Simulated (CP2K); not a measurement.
# Mg (P-1) in CP2K: convergence with r cutoff

Aim: find how far r cutoff must go before the results for Mg settle, at PBE+D3. This setting moves, with any that are tied to it; all else stays.

Program: CP2K 2026.2. These are calculated values, not measurements. Logs are shortened: lines on timing, memory, paths and dates and some standing lists are left out, and cuts for length are marked.

## Step 1: The cell of the first run

The typed cell holds 1 atom: a = 3.075 Å, b = 3.058 Å, c = 3.109 Å, α = 105.73°, β = 107.36°, γ = 114.39°.

This isn't the form of Mg at room conditions, which is hcp.

The cell isn't the ideal one: cell strained at random at fixed volume.

## Step 2: With r cutoff 6

mg_converge.inp

```
&GLOBAL
  PROJECT mg_converge
  RUN_TYPE ENERGY_FORCE
  PRINT_LEVEL LOW
&END GLOBAL
&FORCE_EVAL
  METHOD QS
  STRESS_TENSOR ANALYTICAL
  &DFT
    BASIS_SET_FILE_NAME BASIS_MOLOPT
    POTENTIAL_FILE_NAME GTH_POTENTIALS
    &MGRID
      CUTOFF 1400
      REL_CUTOFF 60
      NGRIDS 5
    &END MGRID
    &QS
      METHOD GPW
      EPS_DEFAULT 1.0E-9
    &END QS
    &KPOINTS
      SCHEME MONKHORST-PACK 8 8 8
      GAMMA_CENTERED T
      SYMMETRY T
      SYMMETRY_BACKEND SPGLIB
    &END KPOINTS
    &SCF
      SCF_GUESS ATOMIC
      EPS_SCF 1.0E-6
      MAX_SCF 100
      ADDED_MOS 4
      CHOLESKY OFF
      EPS_EIGVAL 1.0E-7
      &DIAGONALIZATION ON
        ALGORITHM STANDARD
      &END DIAGONALIZATION
      &MIXING ON
        METHOD BROYDEN_MIXING
        ALPHA 0.4
        BETA 1.5
        NBUFFER 8
      &END MIXING
      &SMEAR ON
        METHOD FERMI_DIRAC
        ELECTRONIC_TEMPERATURE [K] 300.557
      &END SMEAR
    &END SCF
    &XC
      &XC_FUNCTIONAL
        &GGA_X_PBE
        &END GGA_X_PBE
        &GGA_C_PBE
        &END GGA_C_PBE
      &END XC_FUNCTIONAL
      &VDW_POTENTIAL
        POTENTIAL_TYPE PAIR_POTENTIAL
        &PAIR_POTENTIAL
          TYPE DFTD3
          REFERENCE_FUNCTIONAL PBE
          PARAMETER_FILE_NAME dftd3.dat
          R_CUTOFF 6
        &END PAIR_POTENTIAL
      &END VDW_POTENTIAL
    &END XC
    &PRINT
      &KPOINTS ON
      &END KPOINTS
      &MULLIKEN ON
      &END MULLIKEN
      &MO ON
        ENERGIES T
        OCCUPATION_NUMBERS T
        &EACH
          QS_SCF 0
        &END EACH
        ADD_LAST NUMERIC
      &END MO
    &END PRINT
  &END DFT
  &SUBSYS
    &CELL
      A 3.0746543913 0.0000000000 0.0000000000
      B -1.2630735717 2.7852753712 0.0000000000
      C -0.9278300020 -1.3462266792 2.6441858439
      PERIODIC XYZ
    &END CELL
    &COORD
      SCALED
      Mg  0.0012250000 0.0333260000 0.0192460000
    &END COORD
    &KIND Mg
      BASIS_SET DZVP-MOLOPT-SR-GTH-q10
      POTENTIAL GTH-PBE-q10
    &END KIND
    &PRINT
      &ATOMIC_COORDINATES ON
      &END ATOMIC_COORDINATES
      &CELL ON
      &END CELL
      &SYMMETRY ON
      &END SYMMETRY
    &END PRINT
  &END SUBSYS
  &PRINT
    &FORCES ON
    &END FORCES
    &STRESS_TENSOR ON
    &END STRESS_TENSOR
  &END PRINT
&END FORCE_EVAL
```

Potentials or basis: GTH_POTENTIALS Mg GTH-PBE-q10; DZVP-MOLOPT-SR-GTH basis.

Run with:

```
$ OMP_NUM_THREADS=1 cp2k.psmp -i mg_converge.inp -o mg_converge.out
```

It took 13 s on 1 thread of Intel Xeon Platinum 8488C (Sapphire Rapids), shared host; peak memory 0.45 GiB.

What came out:

- Free energy: -1722.1532 eV
- Pressure: 0.6 GPa
- Band gap on the k mesh: none (metal or under the smearing width)

## Step 3: With r cutoff 8

Edit mg_converge.inp of step 2 so:

```diff
@@ -60,3 +60,3 @@
           PARAMETER_FILE_NAME dftd3.dat
-          R_CUTOFF 6
+          R_CUTOFF 8
         &END PAIR_POTENTIAL
```

Potentials or basis: GTH_POTENTIALS Mg GTH-PBE-q10; DZVP-MOLOPT-SR-GTH basis.

Run with:

```
$ OMP_NUM_THREADS=1 cp2k.psmp -i mg_converge.inp -o mg_converge.out
```

It took 13 s on 1 thread of Intel Xeon Platinum 8488C (Sapphire Rapids), shared host; peak memory 0.44 GiB.

What came out:

```
Free energy            : -1722.1571 eV
Pressure               : 0.6 GPa
Band gap on the k mesh : none (metal or under the smearing width)
```

## Step 4: With r cutoff 10

Edit mg_converge.inp of step 3 so:

```diff
@@ -60,3 +60,3 @@
           PARAMETER_FILE_NAME dftd3.dat
-          R_CUTOFF 8
+          R_CUTOFF 10
         &END PAIR_POTENTIAL
```

Run with:

```
$ OMP_NUM_THREADS=1 cp2k.psmp -i mg_converge.inp -o mg_converge.out
```

It took 13 s on 1 thread of Intel Xeon Platinum 8488C (Sapphire Rapids), shared host; peak memory 0.45 GiB.

Results:

- Free energy: -1722.1583 eV
- Pressure: 0.6 GPa
- Band gap on the k mesh: none (metal or under the smearing width)

## Step 5: With r cutoff 13

Edit mg_converge.inp of step 4 so:

```diff
@@ -60,3 +60,3 @@
           PARAMETER_FILE_NAME dftd3.dat
-          R_CUTOFF 10
+          R_CUTOFF 13
         &END PAIR_POTENTIAL
```

Run with:

```
$ OMP_NUM_THREADS=1 cp2k.psmp -i mg_converge.inp -o mg_converge.out
```

Wall time 15 s (1 thread of Intel Xeon Platinum 8488C (Sapphire Rapids), shared host); peak memory 0.45 GiB.

What came out:

* Free energy: -1722.1591 eV
* Pressure: 0.6 GPa
* Band gap on the k mesh: none (metal or under the smearing width)

## Step 6: With r cutoff 17

Edit mg_converge.inp of step 5 so:

```diff
@@ -60,3 +60,3 @@
           PARAMETER_FILE_NAME dftd3.dat
-          R_CUTOFF 13
+          R_CUTOFF 17
         &END PAIR_POTENTIAL
```

Potentials or basis: GTH_POTENTIALS Mg GTH-PBE-q10; DZVP-MOLOPT-SR-GTH basis.

Run with:

```
$ OMP_NUM_THREADS=1 cp2k.psmp -i mg_converge.inp -o mg_converge.out
```

It took 14 s on 1 thread of Intel Xeon Platinum 8488C (Sapphire Rapids), shared host; peak memory 0.44 GiB.

It converged, with:

| Item | Value |
| --- | --- |
| Free energy | -1722.1594 eV |
| Pressure | 0.6 GPa |
| Band gap on the k mesh | none (metal or under the smearing width) |

## Step 7: With r cutoff 22

Edit mg_converge.inp of step 6 so:

```diff
@@ -60,3 +60,3 @@
           PARAMETER_FILE_NAME dftd3.dat
-          R_CUTOFF 17
+          R_CUTOFF 22
         &END PAIR_POTENTIAL
```

Run with:

```
$ OMP_NUM_THREADS=1 cp2k.psmp -i mg_converge.inp -o mg_converge.out
```

Wall time 15 s (1 thread of Intel Xeon Platinum 8488C (Sapphire Rapids), shared host); peak memory 0.45 GiB.

Results (log left out):

```yaml
Free_energy: -1722.1595 eV
Pressure: 0.6 GPa
Band_gap_on_the_k_mesh: none (metal or under the smearing width)
```

## Step 8: With r cutoff 30

Edit mg_converge.inp of step 7 so:

```diff
@@ -60,3 +60,3 @@
           PARAMETER_FILE_NAME dftd3.dat
-          R_CUTOFF 22
+          R_CUTOFF 30
         &END PAIR_POTENTIAL
```

Potentials or basis: GTH_POTENTIALS Mg GTH-PBE-q10; DZVP-MOLOPT-SR-GTH basis.

Run with:

```
$ OMP_NUM_THREADS=1 cp2k.psmp -i mg_converge.inp -o mg_converge.out
```

mg_converge.out:

```text

 CP2K| version string:                                       CP2K version 2026.2
 CP2K| Input file name                                           mg_converge.inp

 GLOBAL| Force Environment number                                              1
 GLOBAL| Basis set file name                                        BASIS_MOLOPT
 GLOBAL| Potential file name                                      GTH_POTENTIALS
 GLOBAL| MM Potential file name                                     MM_POTENTIAL
 GLOBAL| Coordinate file name                                      __STD_INPUT__
 GLOBAL| Method name                                                        CP2K
 GLOBAL| Project name                                                mg_converge
 GLOBAL| Run type                                                   ENERGY_FORCE
 GLOBAL| FFT library                                                       FFTW3
 GLOBAL| Diagonalization library                                       ScaLAPACK
 GLOBAL| Cholesky decomposition library                                ScaLAPACK
 GLOBAL| DGEMM library                                                      BLAS
 GLOBAL| Direct generalized diagonalization requested                          F
 GLOBAL| Matrix multiplication library                                 ScaLAPACK
 GLOBAL| Global print level                                                  LOW
 GLOBAL| Total number of message passing processes                             1
 GLOBAL| Number of threads for this process                                    1
 GLOBAL| CPU model name                          Intel(R) Xeon(R) Platinum 8488C

 CELL| Volume [angstrom^3]:                                            22.644171
 CELL| Vector a [angstrom]:       3.075     0.000     0.000   |a| =     3.074654
 CELL| Vector b [angstrom]:      -1.263     2.785     0.000   |b| =     3.058286
 CELL| Vector c [angstrom]:      -0.928    -1.346     2.644   |c| =     3.108844
 CELL| Angle (b,c), alpha [degree]:                                   105.730656
 CELL| Angle (a,c), beta  [degree]:                                   107.364441
 CELL| Angle (a,b), gamma [degree]:                                   114.393459
 CELL| Numerically orthorhombic:                                              NO
 CELL| Periodicity                                                           XYZ

 CELL_REF| Volume [angstrom^3]:                                        22.644171
 CELL_REF| Vector a [angstrom     3.075     0.000     0.000   |a| =     3.074654
 CELL_REF| Vector b [angstrom    -1.263     2.785     0.000   |b| =     3.058286
 CELL_REF| Vector c [angstrom    -0.928    -1.346     2.644   |c| =     3.108844
 CELL_REF| Angle (b,c), alpha [degree]:                               105.730656
 CELL_REF| Angle (a,c), beta  [degree]:                               107.364441
 CELL_REF| Angle (a,b), gamma [degree]:                               114.393459
 CELL_REF| Numerically orthorhombic:                                          NO
 CELL_REF| Periodicity                                                       XYZ

 GENERATE|  Preliminary Number of Bonds generated:                             0
 GENERATE|  Achieved consistency in connectivity generation.

 *******************************************************************************
[... 131 lines left out ...]
    10 Broy./Diag. 0.40E+00    1.0     0.00000158       -63.2882003549 -1.11E-05
    11 Broy./Diag. 0.40E+00    1.0     0.00000078       -63.2882047763 -4.42E-06

  *** SCF run converged in    11 steps ***

  Electronic density on regular grids:         -9.9999998455        0.0000001545
  Core density on regular grids:                9.9999999995       -0.0000000005
  Total charge density on r-space grids:        0.0000001540
  Total charge density g-space grids:           0.0000001540

  Overlap energy of the core charge distribution:               0.00000000000000
  Self energy of the core charge distribution:               -146.34670520787461
  Core Hamiltonian energy:                                     43.22846635743637
  Hartree energy:                                              48.44104984715031
  Exchange-correlation energy:                                 -8.60328972283885
  Dispersion energy:                                           -0.00769185212840
  Electronic entropic energy:                                  -0.00003419790082
  Fermi energy:                                                 0.19441000701993

  Total energy:                                               -63.28820477625555
  Total energy (extrapolated to T->0):                        -63.28818767730514

 MO| EIGENVALUES AND OCCUPATION NUMBERS FOR K POINT 1
 MO|
 MO|  Index      Eigenvalue [a.u.]        Eigenvalue [eV]             Occupation
 MO|      1              -2.599947             -70.748152               2.000000
 MO|      2              -1.376368             -37.452873               2.000000
 MO|      3              -1.376086             -37.445204               2.000000
 MO|      4              -1.375517             -37.429716               2.000000
 MO|      5               0.216405               5.888672               0.000000
 MO|      6               0.227667               6.195125               0.000000
 MO|      7               0.286283               7.790170               0.000000
 MO|      8               0.637252              17.340517               0.000000
 MO|      9               1.095529              29.810852               0.000000
 MO| Sum:                                                               8.000000
 MO| E(Fermi):            0.194410 a.u.          5.290165 eV
[... 185 lines left out ...]
 MO|
 MO|  Index      Eigenvalue [a.u.]        Eigenvalue [eV]             Occupation
 MO|      1              -2.599952             -70.748301               2.000000
 MO|      2              -1.376176             -37.447661               2.000000
 MO|      3              -1.376010             -37.443124               2.000000
 MO|      4              -1.375741             -37.435819               2.000000
 MO|      5               0.129956               3.536269               2.000000
 MO|      6               0.337248               9.176980               0.000000
 MO|      7               0.404840              11.016259               0.000000
 MO|      8               0.540135              14.697829               0.000000
 MO|      9               1.278713              34.795557               0.000000
 MO| Sum:                                                              10.000000
 MO| E(Fermi):            0.194410 a.u.          5.290165 eV
 MO| Band gap:            0.207292 a.u.          5.640711 eV

 [... the levels of further k-points ...]

 !-----------------------------------------------------------------------------!
                     Mulliken Population Analysis

 #  Atom  Element  Kind  Atomic population                           Net charge
       1     Mg       1         10.000000                              0.000000
 # Total charge                             10.000000                  0.000000

 !-----------------------------------------------------------------------------!

 ENERGY| Total FORCE_EVAL ( QS ) energy [hartree]            -63.288203514434478

 FORCES| Atomic forces [hartree/bohr]
 FORCES|   Atom     x               y               z               |f|
 FORCES|      1  2.82679870E-03 -2.26818333E-03 -3.91477880E-03   5.33487953E-03
 FORCES| Sum     2.82679870E-03 -2.26818333E-03 -3.91477880E-03
 FORCES| Total atomic force                                       5.33487953E-03

 STRESS| Analytical stress tensor [bar]
 STRESS|                        x                   y                   z
 STRESS|      x        9.04266304776E+03  -1.01496142622E+04  -2.73872001453E+02
 STRESS|      y       -1.01496142622E+04   1.03744453909E+03  -2.10563053743E+03
 STRESS|      z       -2.73872001453E+02  -2.10563053743E+03   6.50252234753E+03
 STRESS| 1/3 Trace                                             5.52754331146E+03
 STRESS| Determinant                                          -6.60729440226E+11

 STRESS| Eigenvectors and eigenvalues of the analytical stress tensor [bar]
 STRESS|                        1                   2                   3
 STRESS| Eigenvalues  -6.15487618564E+03   6.68922525708E+03   1.60482808629E+04
 STRESS|      x           0.551068655744     -0.167645748960      0.817446169183
 STRESS|      y           0.821135726405     -0.065415763604     -0.566971689499
 STRESS|      z           0.148524258887      0.983674580706      0.101611336937
```

Run time: 17 s. Hardware: 1 thread of Intel Xeon Platinum 8488C (Sapphire Rapids), shared host; peak memory 0.45 GiB.

What came out:

```yaml
Free_energy: -1722.1596 eV
Pressure: 0.6 GPa
Band_gap_on_the_k_mesh: none (metal or under the smearing width)
```

## Step 9: The series at a glance

| r cutoff | energy less the tightest run, at zero smearing (meV/atom) | pressure (GPa) | SCF cycles | CPU time (s) | peak memory (GiB) |
| --- | --- | --- | --- | --- | --- |
| 6 | 6.41 | 0.60 | 11 | 13 | 0.45 |
| 8 | 2.52 | 0.57 | 11 | 13 | 0.44 |
| 10 | 1.26 | 0.56 | 11 | 13 | 0.45 |
| 13 | 0.53 | 0.56 | 11 | 15 | 0.45 |
| 17 | 0.21 | 0.55 | 11 | 14 | 0.44 |
| 22 | 0.07 | 0.55 | 11 | 15 | 0.45 |
| 30 | 0.00 | 0.55 | 11 | 17 | 0.45 |

Against the tightest run, the energy stays within 1 meV/atom from 13 on; the pressure stays within 0.1 GPa from 6 on. The tightest run that finished is the yardstick and may itself not be fully converged.

Caveats: the magnetic or orbital state may not be the lowest; the basis of atomic orbitals isn't converged, which shifts pressures, moduli and gaps; pairwise dispersion overbinds metals, which lowers pressure and volume.
